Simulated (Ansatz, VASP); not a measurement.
## Two plane-wave programs on CdTe

File INCAR:

```
  ALGO = Normal
  EDIFF = 1E-6
  ENCUT = 520
  GGA = PE
  ISIF = 2
  ISMEAR = 0
  LASPH = T
  LCHARG = F
  LREAL = F
  LWAVE = F
  NBANDS = 16
  NELM = 100
  PREC = Accurate
  SIGMA = 0.02
```

KPOINTS

```
k-points
0
Gamma
  10 10 10
```

Contents of POSCAR:

```
CdTe
1.0
    0.0000000000      3.3092645818      3.3092645818
    3.3092645818      0.0000000000      3.3092645818
    3.3092645818      3.3092645818      0.0000000000
Cd Te
1 1
Direct
    0.0000000000      0.0000000000      0.0000000000
    0.7500000000      0.7500000000      0.7500000000
```

Input for Ansatz:

```yaml
crystal:
  lattice:
    - [0.0, 3.3092645818, 3.3092645818]
    - [3.3092645818, 0.0, 3.3092645818]
    - [3.3092645818, 3.3092645818, 0.0]
  atoms:
    - { symbol: Cd, position: [0.0, 0.0, 0.0] }
    - { symbol: Te, position: [0.75, 0.75, 0.75] }
basis:
  ecutwfc: 420
kpoints:
  mp_grid: { grid: [10, 10, 10] }
hamiltonian:
  xc: pbe
scf:
  occupations: { method: gaussian, width: 0.02 }
output:
  eigenvalues: true
  states_by_energy: {}
checkpoint:
  read: start.run
  write: ck
  compress: false
  write_wavefunctions: false
  write_every: 100000
```

Alike in both runs: task single point; functional PBE; k mesh 10 × 10 × 10; occupations gaussian, width 0.02 eV; no spin polarisation.

|  | VASP | Ansatz |
| --- | --- | --- |
| version | VASP 6.6.1 | Ansatz 0.2.0 |
| potentials or method | VASP PAW PBE potentials, release 64 (Cd, Te) | scalar-relativistic, plane waves, PAW |
| plane-wave cutoff (eV) | 520 | 420 |
| valence electrons in the cell | 18 | 36 |

|  | VASP | Ansatz | Ansatz less VASP |
| --- | --- | --- | --- |
| gap on the k mesh at the Fermi level (eV) | 0.58 | 0.59 | +0.002 |
| least direct gap on the mesh (eV) | 0.58 | 0.59 | +0.002 |

The two sets of potentials don't hold the same shells in valence.

Caveats: spin-orbit coupling is left out, which moves the levels of the heavy elements.
